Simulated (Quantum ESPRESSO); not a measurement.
# RbBr (Fm-3m) in Quantum ESPRESSO: further runs

Runs on RbBr. Level: r2SCAN. Tasks: single point, equation of state.

Program: Quantum ESPRESSO 7.5. These are calculated values, not measurements. Logs are shortened: lines on timing, memory, paths and dates and some standing lists are left out, and cuts for length are marked.

## Step 1: The crystal as given

The structure is cubic, space group Fm-3m (No. 225). Conventional cell: a = 6.854 Å, b = 6.854 Å, c = 6.854 Å, α = 90.00°, β = 90.00°, γ = 90.00°. Rb (site symmetry m-3m) is surrounded by 6 Br at 3.43 Å. Br (site symmetry m-3m) has 6 Rb at 3.43 Å as nearest neighbours.

## Step 2: Single point, r2SCAN, 37.83 Å³/atom

Input file pw.in:

```
&CONTROL
  calculation = 'scf'
  prefix = 'pwscf'
  outdir = './tmp'
  pseudo_dir = './pseudo'
  tstress = .true.
  disk_io = 'nowf'
/
&SYSTEM
  ibrav = 0
  nat = 2
  ntyp = 2
  ecutwfc = 46
  nbnd = 14
  input_dft = 'r2scan'
  occupations = 'smearing'
  smearing = 'fd'
  degauss = 0.00367493
  nosym = .true.
  nr1 = 48
  nr2 = 48
  nr3 = 48
/
&ELECTRONS
  conv_thr = 1d-08
  electron_maxstep = 120
  mixing_beta = 0.5
/
ATOMIC_SPECIES
Rb    85.4678 Rb_ONCV_PBE-1.2.upf
Br    79.9040 Br_ONCV_PBE-1.2.upf
CELL_PARAMETERS angstrom
   0.0000000000    3.3570415946    3.3570415946
   3.3570415946    0.0000000000    3.3570415946
   3.3570415946    3.3570415946    0.0000000000
ATOMIC_POSITIONS crystal
Rb     0.0000000000    0.0000000000    0.0000000000
Br     0.5000000000    0.5000000000    0.5000000000
K_POINTS automatic
5 5 5 0 0 0
```

Potentials or basis: SG15 PBE 1.2.

On the command line:

```bash
$ OMP_NUM_THREADS=1 mpirun -n 4 pw.x -nk 2 -in pw.in > pw.out
```

pw.out:

```text
This program is part of the open-source Quantum ESPRESSO suite
     for quantum simulation of materials; please cite
         "P. Giannozzi et al., J. Phys.:Condens. Matter 21 395502 (2009);
         "P. Giannozzi et al., J. Phys.:Condens. Matter 29 465901 (2017);
         "P. Giannozzi et al., J. Chem. Phys. 152 154105 (2020);
     in publications or presentations arising from this work. More details at

     IMPORTANT: XC functional enforced from input :
     Exchange-correlation= R2SCAN
                           (   0   0   0   0   0 497 498)
     Any further DFT definition will be discarded
     Please, verify this is what you really want
[... 5 lines left out ...]
     --------------------
     sticks:   dense  smooth     PW     G-vecs:    dense   smooth      PW
     Min         513     513    156                10796    10796    1763
     Max         514     514    157                10799    10799    1764
     Sum        1027    1027    313                21595    21595    3527

     Using Slab Decomposition

     bravais-lattice index     =            0
     lattice parameter (alat)  =       8.9716  a.u.
     unit-cell volume          =     510.6188 (a.u.)^3
     number of atoms/cell      =            2
     number of atomic types    =            2
     number of electrons       =        16.00
     number of Kohn-Sham states=           14
     kinetic-energy cutoff     =      46.0000  Ry
     charge density cutoff     =     184.0000  Ry
     scf convergence threshold =      1.0E-08
     mixing beta               =       0.5000
     number of iterations used =            8  plain     mixing
     Exchange-correlation= R2SCAN
                           (   0   0   0   0   0 497 498)

     celldm(1)=   8.971614  celldm(2)=   0.000000  celldm(3)=   0.000000
     celldm(4)=   0.000000  celldm(5)=   0.000000  celldm(6)=   0.000000

     crystal axes: (cart. coord. in units of alat)
               a(1) = (   0.000000   0.707107   0.707107 )
               a(2) = (   0.707107   0.000000   0.707107 )
               a(3) = (   0.707107   0.707107   0.000000 )

     reciprocal axes: (cart. coord. in units 2 pi/alat)
               b(1) = ( -0.707107  0.707107  0.707107 )
               b(2) = (  0.707107 -0.707107  0.707107 )
               b(3) = (  0.707107  0.707107 -0.707107 )

     PseudoPot. # 1 for Rb read from file:
     Rb_ONCV_PBE-1.2.upf
     Pseudo is Norm-conserving, Zval =  9.0
     Generated using ONCVPSP code by D. R. Hamann
     Using radial grid of  602 points,  6 beta functions with:
                l(1) =   0
                l(2) =   0
                l(3) =   1
                l(4) =   1
                l(5) =   2
                l(6) =   2

     PseudoPot. # 2 for Br read from file:
     Br_ONCV_PBE-1.2.upf
     Pseudo is Norm-conserving, Zval =  7.0
     Generated using ONCVPSP code by D. R. Hamann
     Using radial grid of  602 points,  6 beta functions with:
                l(1) =   0
                l(2) =   0
                l(3) =   1
                l(4) =   1
                l(5) =   2
                l(6) =   2

     atomic species   valence    mass     pseudopotential
     Rb                9.00    85.46780     Rb( 1.00)
     Br                7.00    79.90400     Br( 1.00)

     No symmetry found

   Cartesian axes

     site n.     atom                  positions (alat units)
         1        Rb     tau(   1) = (   0.0000000   0.0000000   0.0000000  )
         2        Br     tau(   2) = (   0.7071068   0.7071068   0.7071068  )

     number of k points=    63  Fermi-Dirac smearing, width (Ry)=  0.0037
                       cart. coord. in units 2pi/alat
        k(    1) = (   0.0000000   0.0000000   0.0000000), wk =   0.0160000
        k(    2) = (   0.1414214   0.1414214  -0.1414214), wk =   0.0320000
        k(    3) = (   0.2828427   0.2828427  -0.2828427), wk =   0.0320000
        k(    4) = (   0.1414214  -0.1414214   0.1414214), wk =   0.0320000
        k(    5) = (   0.2828427  -0.0000000   0.0000000), wk =   0.0320000
        k(    6) = (   0.4242641   0.1414214  -0.1414214), wk =   0.0320000
[... 55 lines left out ...]
        k(   62) = (  -0.7071068   0.1414214   0.4242641), wk =   0.0320000
        k(   63) = (  -0.5656854   0.2828427   0.2828427), wk =   0.0320000

     Dense  grid:    21595 G-vectors     FFT dimensions: (  48,  48,  48)

     WARNING: libxc functional with ID  497 depends
      on external parameters: check the user_guide of
      QE if you need to modify them or to check their
      default values.

     WARNING: libxc functional with ID  498 depends
      on external parameters: check the user_guide of
      QE if you need to modify them or to check their
      default values.

     Initial potential from superposition of free atoms

     starting charge      15.6839, renormalised to      16.0000
     Starting wfcs are random

     Self-consistent Calculation

     iteration #  1     ecut=    46.00 Ry     beta= 0.50
     Davidson diagonalization with overlap
     ethr =  1.00E-02,  avg # of iterations =  9.5

     total energy              =     -76.19730055 Ry
     estimated scf accuracy    <       0.72125816 Ry

     iteration #  2     ecut=    46.00 Ry     beta= 0.50
     Davidson diagonalization with overlap
     ethr =  4.51E-03,  avg # of iterations =  1.1

     total energy              =     -76.22947068 Ry
     estimated scf accuracy    <       0.16366235 Ry

     iteration #  3     ecut=    46.00 Ry     beta= 0.50
     Davidson diagonalization with overlap
     ethr =  1.02E-03,  avg # of iterations =  1.3

     total energy              =     -76.23718628 Ry
     estimated scf accuracy    <       0.00379020 Ry

     iteration #  4     ecut=    46.00 Ry     beta= 0.50
     Davidson diagonalization with overlap
     c_bands:  1 eigenvalues not converged
     c_bands:  1 eigenvalues not converged
     ethr =  2.37E-05,  avg # of iterations = 11.8

     total energy              =     -76.24102160 Ry
     estimated scf accuracy    <       0.00030116 Ry

     iteration #  5     ecut=    46.00 Ry     beta= 0.50
     Davidson diagonalization with overlap
     ethr =  1.88E-06,  avg # of iterations =  6.8

     total energy              =     -76.24112287 Ry
     estimated scf accuracy    <       0.00009930 Ry

     iteration #  6     ecut=    46.00 Ry     beta= 0.50
     Davidson diagonalization with overlap
     ethr =  6.21E-07,  avg # of iterations =  2.3

     total energy              =     -76.24113258 Ry
     estimated scf accuracy    <       0.00003346 Ry
[... 12 lines left out ...]
     total energy              =     -76.24113860 Ry
     estimated scf accuracy    <       0.00000030 Ry

     iteration #  9     ecut=    46.00 Ry     beta= 0.50
     Davidson diagonalization with overlap
     ethr =  1.90E-09,  avg # of iterations =  3.1

     total energy              =     -76.24113864 Ry
     estimated scf accuracy    <       0.00000004 Ry

     iteration # 10     ecut=    46.00 Ry     beta= 0.50
     Davidson diagonalization with overlap
     ethr =  2.64E-10,  avg # of iterations =  2.8

     End of self-consistent calculation

          k = 0.0000 0.0000 0.0000 (  2733 PWs)   bands (ev):

   -24.0247 -11.5678  -7.3062  -7.3062  -7.3062   1.2549   1.2550   1.2550
     6.2586   9.1138   9.1138   9.1138  10.2415  10.2415

          k = 0.1414 0.1414-0.1414 (  2707 PWs)   bands (ev):

   -24.0202 -11.5868  -7.3085  -7.3085  -7.2826   0.8054   1.1044   1.1044
     7.2009   8.9191   9.6353   9.6353  10.8978  10.8978

          k = 0.2828 0.2828-0.2828 (  2689 PWs)   bands (ev):

   -24.0129 -11.6170  -7.3121  -7.3121  -7.2446   0.2376   0.8801   0.8801
     8.4733   9.4888  11.0422  11.0423  12.2644  12.2644

          k = 0.1414-0.1414 0.1414 (  2707 PWs)   bands (ev):

   -24.0202 -11.5868  -7.3085  -7.3085  -7.2826   0.8054   1.1044   1.1044
     7.2009   8.9191   9.6353   9.6353  10.8978  10.8978

          k = 0.2828-0.0000 0.0000 (  2694 PWs)   bands (ev):

   -24.0188 -11.5773  -7.3377  -7.3377  -7.2760   0.6769   1.1771   1.1771
     7.3146   8.1935  10.2106  10.2106  10.5766  11.4787

          k = 0.4243 0.1414-0.1414 (  2688 PWs)   bands (ev):

   -24.0125 -11.5782  -7.3564  -7.3501  -7.3150   0.4754   0.9468   1.0242
     8.1120   8.6747  11.2511  11.4210  11.6004  11.7956

          k =-0.1414-0.4243 0.4243 (  2688 PWs)   bands (ev):

   -24.0101 -11.5880  -7.4027  -7.3287  -7.2809   0.3637   0.8681   0.8751
     8.7594   9.4263  11.0156  11.3990  11.6704  13.2700

          k = 0.0000-0.2828 0.2828 (  2696 PWs)   bands (ev):

   -24.0148 -11.5935  -7.3754  -7.3029  -7.2572   0.4631   0.9133   1.0691
     8.1958   8.7563  10.0810  11.0071  11.1436  12.2641

          k = 0.2828-0.2828 0.2828 (  2689 PWs)   bands (ev):

   -24.0129 -11.6170  -7.3121  -7.3121  -7.2446   0.2376   0.8801   0.8801
     8.4733   9.4888  11.0422  11.0422  12.2643  12.2644
[... 18 lines left out ...]
   -24.0101 -11.5880  -7.4027  -7.3287  -7.2809   0.3637   0.8681   0.8751
     8.7594   9.4263  11.0156  11.3990  11.6704  13.2698

          k =-0.1414 0.1414 0.1414 (  2707 PWs)   bands (ev):

   -24.0202 -11.5868  -7.3085  -7.3085  -7.2826   0.8054   1.1044   1.1044
     7.2009   8.9191   9.6353   9.6353  10.8978  10.8978

          k =-0.0000 0.2828 0.0000 (  2694 PWs)   bands (ev):

   -24.0188 -11.5773  -7.3377  -7.3377  -7.2760   0.6769   1.1771   1.1771
     7.3146   8.1935  10.2106  10.2106  10.5766  11.4787

          k = 0.1414 0.4243-0.1414 (  2688 PWs)   bands (ev):

   -24.0125 -11.5782  -7.3564  -7.3501  -7.3150   0.4754   0.9468   1.0242
     8.1120   8.6747  11.2511  11.4210  11.6003  11.7955

          k =-0.4243-0.1414 0.4243 (  2688 PWs)   bands (ev):

   -24.0101 -11.5880  -7.4027  -7.3287  -7.2809   0.3637   0.8681   0.8751
     8.7594   9.4263  11.0156  11.3990  11.6704  13.2698

          k =-0.2828 0.0000 0.2828 (  2696 PWs)   bands (ev):

   -24.0148 -11.5935  -7.3754  -7.3029  -7.2572   0.4631   0.9133   1.0691
     8.1958   8.7563  10.0810  11.0071  11.1436  12.2641

          k = 0.0000-0.0000 0.2828 (  2694 PWs)   bands (ev):

   -24.0188 -11.5773  -7.3377  -7.3377  -7.2760   0.6769   1.1771   1.1771
     7.3146   8.1935  10.2106  10.2106  10.5766  11.4787
[... 68 lines left out ...]
   -24.0089 -11.5519  -7.4370  -7.4365  -7.2867   0.5988   0.8661   0.9541
     8.3965   9.2839  10.4898  11.4847  12.4003  12.6511

          k =-0.2828 0.2828 0.0000 (  2696 PWs)   bands (ev):

   -24.0148 -11.5935  -7.3754  -7.3029  -7.2572   0.4631   0.9133   1.0691
     8.1958   8.7563  10.0810  11.0071  11.1436  12.2641

          k =-0.1414 0.4243-0.1414 (  2688 PWs)   bands (ev):

   -24.0125 -11.5782  -7.3564  -7.3501  -7.3150   0.4753   0.9468   1.0242
     8.1120   8.6747  11.2511  11.4210  11.6003  11.7955

          k = 0.0000 0.5657-0.2828 (  2695 PWs)   bands (ev):

   -24.0089 -11.5519  -7.4370  -7.4365  -7.2867   0.5988   0.8661   0.9540
     8.3965   9.2839  10.4898  11.4847  12.4003  12.6510

          k =-0.5657-0.0000 0.2828 (  2695 PWs)   bands (ev):

   -24.0089 -11.5519  -7.4370  -7.4365  -7.2867   0.5988   0.8661   0.9541
     8.3965   9.2839  10.4899  11.4847  12.4003  12.6514

          k =-0.4243 0.1414 0.1414 (  2688 PWs)   bands (ev):

   -24.0125 -11.5782  -7.3564  -7.3501  -7.3150   0.4753   0.9468   1.0242
     8.1120   8.6747  11.2511  11.4209  11.6003  11.7955

          k =-0.2828 0.2828 0.2828 (  2689 PWs)   bands (ev):

   -24.0129 -11.6170  -7.3121  -7.3121  -7.2446   0.2376   0.8801   0.8801
     8.4733   9.4888  11.0422  11.0422  12.2644  12.2644
[... 108 lines left out ...]
   -24.0081 -11.5295  -7.5139  -7.3766  -7.3604   0.7972   0.8248   1.0011
     7.7589  10.0608  10.3803  11.3577  11.9813  12.4888

          k =-0.7071 0.1414 0.4243 (  2695 PWs)   bands (ev):

   -24.0089 -11.5519  -7.4370  -7.4365  -7.2867   0.5988   0.8661   0.9540
     8.3965   9.2839  10.4898  11.4847  12.4004  12.6511

          k =-0.5657 0.2828 0.2828 (  2688 PWs)   bands (ev):

   -24.0101 -11.5880  -7.4027  -7.3287  -7.2809   0.3637   0.8681   0.8751
     8.7594   9.4263  11.0156  11.3990  11.6704  13.2707

     the Fermi energy is     4.1968 ev

!    total energy              =     -76.24113865 Ry
     estimated scf accuracy    <          6.8E-09 Ry
     smearing contrib. (-TS)   =       0.00000000 Ry
     internal energy E=F+TS    =     -76.24113865 Ry

     The total energy is F=E-TS. E is the sum of the following terms:
     one-electron contribution =     -20.37111236 Ry
     hartree contribution      =      14.82975757 Ry
     xc contribution           =     -12.90098017 Ry
     ewald contribution        =     -57.79880369 Ry

     convergence has been achieved in  10 iterations

     Computing stress (Cartesian axis) and pressure

          total   stress  (Ry/bohr**3)                   (kbar)     P=       16.59
   0.00011276   0.00000000   0.00000000           16.59        0.00        0.00
   0.00000000   0.00011276   0.00000000            0.00       16.59        0.00
   0.00000000   0.00000000   0.00011277            0.00        0.00       16.59

=------------------------------------------------------------------------------=
   JOB DONE.
=------------------------------------------------------------------------------=
```

Run time: 64 s. Hardware: 4 MPI ranks of Arm Neoverse V2, shared host; peak memory 0.28 GiB.

Results:

```
Free energy            : -1037.3135 eV
Pressure               : 1.7 GPa
Band gap on the k mesh : 5.00 eV, direct
```

Caveat: the potentials were made for another functional, which shifts forces and pressure.

## Step 3: Single point, r2SCAN, 38.64 Å³/atom

Changes to pw.in since step 2:

```diff
@@ -32,5 +32,5 @@
 CELL_PARAMETERS angstrom
-   0.0000000000    3.3570415946    3.3570415946
-   3.3570415946    0.0000000000    3.3570415946
-   3.3570415946    3.3570415946    0.0000000000
+   0.0000000000    3.3806835115    3.3806835115
+   3.3806835115    0.0000000000    3.3806835115
+   3.3806835115    3.3806835115    0.0000000000
 ATOMIC_POSITIONS crystal
```

Potentials or basis: SG15 PBE 1.2.

On the command line:

```bash
$ OMP_NUM_THREADS=1 mpirun -n 4 pw.x -nk 2 -in pw.in > pw.out
```

It took 64 s on 4 MPI ranks of Arm Neoverse V2, shared host; peak memory 0.28 GiB.

It converged, with:

```yaml
Free_energy: -1037.3281 eV
Pressure: 1.2 GPa
Band_gap_on_the_k_mesh: 4.95 eV, direct
```

Caveat: the potentials were made for another functional, which shifts forces and pressure.

## Step 4: Single point, r2SCAN, 39.44 Å³/atom

Changes to pw.in since step 3:

```diff
@@ -32,5 +32,5 @@
 CELL_PARAMETERS angstrom
-   0.0000000000    3.3806835115    3.3806835115
-   3.3806835115    0.0000000000    3.3806835115
-   3.3806835115    3.3806835115    0.0000000000
+   0.0000000000    3.4039993070    3.4039993070
+   3.4039993070    0.0000000000    3.4039993070
+   3.4039993070    3.4039993070    0.0000000000
 ATOMIC_POSITIONS crystal
```

On the command line:

```bash
$ OMP_NUM_THREADS=1 mpirun -n 4 pw.x -nk 2 -in pw.in > pw.out
```

Wall time 65 s (4 MPI ranks of Arm Neoverse V2, shared host); peak memory 0.28 GiB.

It converged, with:

| Quantity | Value |
| --- | --- |
| Free energy | -1037.3385 eV |
| Pressure | 0.8 GPa |
| Band gap on the k mesh | 4.89 eV, direct |

Caveat: the potentials were made for another functional, which shifts forces and pressure.

## Step 5: Single point, r2SCAN, 40.25 Å³/atom

Changes to pw.in since step 4:

```diff
@@ -32,5 +32,5 @@
 CELL_PARAMETERS angstrom
-   0.0000000000    3.4039993070    3.4039993070
-   3.4039993070    0.0000000000    3.4039993070
-   3.4039993070    3.4039993070    0.0000000000
+   0.0000000000    3.4270000000    3.4270000000
+   3.4270000000    0.0000000000    3.4270000000
+   3.4270000000    3.4270000000    0.0000000000
 ATOMIC_POSITIONS crystal
```

On the command line:

```bash
$ OMP_NUM_THREADS=1 mpirun -n 4 pw.x -nk 2 -in pw.in > pw.out
```

Run time: 66 s. Hardware: 4 MPI ranks of Arm Neoverse V2, shared host; peak memory 0.28 GiB.

The run converged. Its results:

* Free energy: -1037.3452 eV
* Pressure: 0.5 GPa
* Band gap on the k mesh: 4.84 eV, direct

Caveat: the potentials were made for another functional, which shifts forces and pressure.

## Step 6: Single point, r2SCAN, 41.05 Å³/atom

Changes to pw.in since step 5:

```diff
@@ -32,5 +32,5 @@
 CELL_PARAMETERS angstrom
-   0.0000000000    3.4270000000    3.4270000000
-   3.4270000000    0.0000000000    3.4270000000
-   3.4270000000    3.4270000000    0.0000000000
+   0.0000000000    3.4496960257    3.4496960257
+   3.4496960257    0.0000000000    3.4496960257
+   3.4496960257    3.4496960257    0.0000000000
 ATOMIC_POSITIONS crystal
```

Potentials or basis: SG15 PBE 1.2.

On the command line:

```bash
$ OMP_NUM_THREADS=1 mpirun -n 4 pw.x -nk 2 -in pw.in > pw.out
```

It took 63 s on 4 MPI ranks of Arm Neoverse V2, shared host; peak memory 0.28 GiB.

The run converged. Its results:

```
Free energy            : -1037.3486 eV
Pressure               : 0.2 GPa
Band gap on the k mesh : 4.79 eV, direct
```

Caveat: the potentials were made for another functional, which shifts forces and pressure.

## Step 7: Single point, r2SCAN, 41.86 Å³/atom

Changes to pw.in since step 6:

```diff
@@ -32,5 +32,5 @@
 CELL_PARAMETERS angstrom
-   0.0000000000    3.4496960257    3.4496960257
-   3.4496960257    0.0000000000    3.4496960257
-   3.4496960257    3.4496960257    0.0000000000
+   0.0000000000    3.4720972769    3.4720972769
+   3.4720972769    0.0000000000    3.4720972769
+   3.4720972769    3.4720972769    0.0000000000
 ATOMIC_POSITIONS crystal
```

On the command line:

```bash
$ OMP_NUM_THREADS=1 mpirun -n 4 pw.x -nk 2 -in pw.in > pw.out
```

Run time: 67 s. Hardware: 4 MPI ranks of Arm Neoverse V2, shared host; peak memory 0.28 GiB.

Results (log left out):

| Item | Value |
| --- | --- |
| Free energy | -1037.3490 eV |
| Pressure | -0.1 GPa |
| Band gap on the k mesh | 4.74 eV, direct |

Caveat: the potentials were made for another functional, which shifts forces and pressure.

## Step 8: Single point, r2SCAN, 42.66 Å³/atom

Changes to pw.in since step 7:

```diff
@@ -32,5 +32,5 @@
 CELL_PARAMETERS angstrom
-   0.0000000000    3.4720972769    3.4720972769
-   3.4720972769    0.0000000000    3.4720972769
-   3.4720972769    3.4720972769    0.0000000000
+   0.0000000000    3.4942131424    3.4942131424
+   3.4942131424    0.0000000000    3.4942131424
+   3.4942131424    3.4942131424    0.0000000000
 ATOMIC_POSITIONS crystal
```

On the command line:

```bash
$ OMP_NUM_THREADS=1 mpirun -n 4 pw.x -nk 2 -in pw.in > pw.out
```

Run time: 69 s. Hardware: 4 MPI ranks of Arm Neoverse V2, shared host; peak memory 0.28 GiB.

Results (log left out):

```yaml
Free_energy: -1037.3469 eV
Pressure: -0.4 GPa
Band_gap_on_the_k_mesh: 4.70 eV, direct
```

Caveat: the potentials were made for another functional, which shifts forces and pressure.

## Step 9: Equation of state, r2SCAN

Potentials or basis: SG15 PBE 1.2.

No new run: the results of the series are fitted here.

What came out:

| Property | Result |
| --- | --- |
| Equilibrium volume | 41.58 Å³/atom |
| Bulk modulus | 13.9 GPa |
| Pressure derivative of the bulk modulus | 5.1 |

Energy against volume, from the lowest point:
| volume (Å³/atom) | energy (meV/atom) |
| --- | --- |
| 37.833 | 17.75 |
| 38.638 | 10.46 |
| 39.443 | 5.26 |
| 40.248 | 1.91 |
| 41.053 | 0.23 |
| 41.858 | 0.00 |
| 42.663 | 1.08 |

Caveat: the potentials were made for another functional, which shifts forces and pressure.
